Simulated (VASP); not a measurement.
Write the native input for VASP 6.6.1 that does the following.

| Item | Value |
| --- | --- |
| Task | relaxation of cell and atoms |
| Functional | PBEsol |
| Potentials or basis | VASP PAW PBE potentials, release 64 (Li_sv, Nb_sv, O) |
| Cutoff | 600 eV |
| k mesh | 6 × 6 × 6 |
| Occupations | gaussian, width 0.03 eV |
| Spin | no spin polarisation |
| Further INCAR settings | ALGO = Normal; EDIFF = 1e-06; IBRION = 2; EDIFFG = -0.01; NSW = 90; ISIF = 3 |

The structure of LiNbO3 lies in POSCAR:

```
LiNbO3
1.0
    2.5758000000      1.4871388234      4.6230000000
   -2.5758000000      1.4871388234      4.6230000000
    0.0000000000     -2.9742776468      4.6230000000
Li Nb O
2 2 6
Direct
    0.2815000000      0.2815000000      0.2815000000
    0.7815000000      0.7815000000      0.7815000000
    0.0000550000      0.0000550000      0.0000550000
    0.5000550000      0.5000550000      0.5000550000
    0.1123100000      0.3583600000      0.7195900000
    0.7195900000      0.1123100000      0.3583600000
    0.3583600000      0.7195900000      0.1123100000
    0.2195900000      0.8583600000      0.6123100000
    0.8583600000      0.6123100000      0.2195900000
    0.6123100000      0.2195900000      0.8583600000
```

These files were run (other wordings do the same):

INCAR

```
SYSTEM = LiNbO3
PREC = Accurate
ENCUT = 600
EDIFF = 1E-6
ISMEAR = 0
SIGMA = 0.03
LREAL = .FALSE.
LASPH = .TRUE.
NELM = 80
ALGO = Normal
ISIF = 3
LWAVE = .FALSE.
LCHARG = .FALSE.
GGA = PS
IBRION = 2
NSW = 90
EDIFFG = -0.01
KPAR = 4
```

KPOINTS

```
Automatic mesh
0
G
  6 6 6
  0 0 0
```

Potentials or basis: VASP PAW PBE potentials, release 64 (Li_sv, Nb_sv, O).

Launch:

```console
$ cat potpaw_PBE.64/Li_sv/POTCAR potpaw_PBE.64/Nb_sv/POTCAR potpaw_PBE.64/O/POTCAR > POTCAR
$ mpirun -np 4 vasp_std > vasp.out
```

It gave:

- Relaxed volume: 10.49 Å³/atom
- Relaxed cell: a = 5.473 Å, b = 5.473 Å, c = 5.473 Å, α = 55.89°, β = 55.89°, γ = 55.89°
- Space group after relaxing (to 0.05 Å): R3c (No. 161)
- Energy gained by relaxing: 0.9 meV/atom
- Ionic steps: 10
- Pressure after relaxing: 0.0 GPa
- Largest force after relaxing: 0.007 eV/Å
- Band gap on the k mesh: 3.48 eV, indirect (least direct gap 3.50 eV)

Caveat: the cutoff is under 1.25 times the usual one of these potentials, so pressure, stress and relaxed cells hold a basis-set (Pulay) error; the PAW data sets were made with another functional, which shifts forces and pressure a little.

It took 5 min on 4 MPI ranks on Intel(R) Xeon(R) Platinum 8488C (Sapphire Rapids), with other jobs on the host, peak memory 0.41 GiB a rank.
